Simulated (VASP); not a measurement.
# SnTe in VASP 6.6.1, single-point calculation

INCAR

```
ISMEAR = -1
LCHARG = .FALSE.
NBANDS = 17
LASPH = .TRUE.
ISIF = 2
NSW = 0
LREAL = .FALSE.
PREC = Accurate
NELM = 120
GGA = PE
EDIFF = 1E-7
MAXMIX = 5
IBRION = -1
ENCUT = 520
SIGMA = 0.02
LWAVE = .FALSE.
```

KPOINTS

```
KPOINTS created by Atomic Simulation Environment
0
Gamma
8 8 8
0 0 0
```

POSCAR

```
Sn Te
 1.0000000000000000
     0.0000000000000000    3.0617571315999998    3.2052120372999999
     3.0617571315999998    0.0000000000000000    3.2052120372999999
     3.0617571315999998    3.0617571315999998    0.0000000000000000
 Sn  Te
   1   1
Cartesian
  0.0000000000000000  0.0000000000000000  0.0000000000000000
  3.0617571315999994  3.0617571315999994  3.2052120372999999
```

The recommended PBE PAW datasets give the neutral cell 20 valence electrons.

Command

```
mpirun -np 1 vasp_std
```

Q: How does this run end, and what does it give?

A: It converged. Results: gap between bands v and c on the k mesh 0.34 eV; least direct gap on the k mesh 0.37 eV; pressure 4.8 GPa. Band v is the last that the valence electrons fill when counted band by band, and c is the next.

OSZICAR

```
N       E                     dE             d eps       ncg     rms          rms(c)
DAV:   1     0.127193813074E+03    0.12719E+03   -0.95476E+03  2034   0.136E+03
DAV:   2     0.383445243581E+01   -0.12336E+03   -0.11986E+03  2186   0.335E+02
DAV:   3    -0.717366923734E+01   -0.11008E+02   -0.10932E+02  2459   0.887E+01
DAV:   4    -0.748084544157E+01   -0.30718E+00   -0.30700E+00  2389   0.155E+01
DAV:   5    -0.749301264135E+01   -0.12167E-01   -0.12167E-01  2923   0.300E+00    0.538E+00
DAV:   6    -0.744995838032E+01    0.43054E-01   -0.94717E-02  2765   0.214E+00    0.333E+00
DAV:   7    -0.745098722737E+01   -0.10288E-02   -0.48718E-02  2424   0.114E+00    0.671E-01
DAV:   8    -0.745073892297E+01    0.24830E-03   -0.73949E-03  2589   0.688E-01    0.194E-01
DAV:   9    -0.745087170464E+01   -0.13278E-03   -0.54079E-04  2618   0.241E-01    0.475E-02
DAV:  10    -0.745086033670E+01    0.11368E-04   -0.95051E-05  2728   0.927E-02    0.176E-02
DAV:  11    -0.745086246943E+01   -0.21327E-05   -0.13229E-05  2528   0.260E-02    0.173E-02
DAV:  12    -0.745086319978E+01   -0.73035E-06   -0.70595E-07  2375   0.657E-03    0.889E-03
DAV:  13    -0.745086319159E+01    0.81945E-08   -0.88536E-07  2204   0.556E-03
   1 F= -.74508632E+01 E0= -.74508618E+01  d E =-.271513E-05
```

Standard output (part)

```
POSCAR found type information on POSCAR SnTe
 POSCAR found :  2 types and       2 ions
 LDA part: xc-table for (Slater+PW92), standard interpolation
 POSCAR, INCAR and KPOINTS ok, starting setup
 WAVECAR not read
 entering main loop
```

For comparison, a separate PBE run of the intended cell, on usual settings and not on those above, gives a gap of 0.34 eV on its mesh and a pressure of 4.8 GPa.
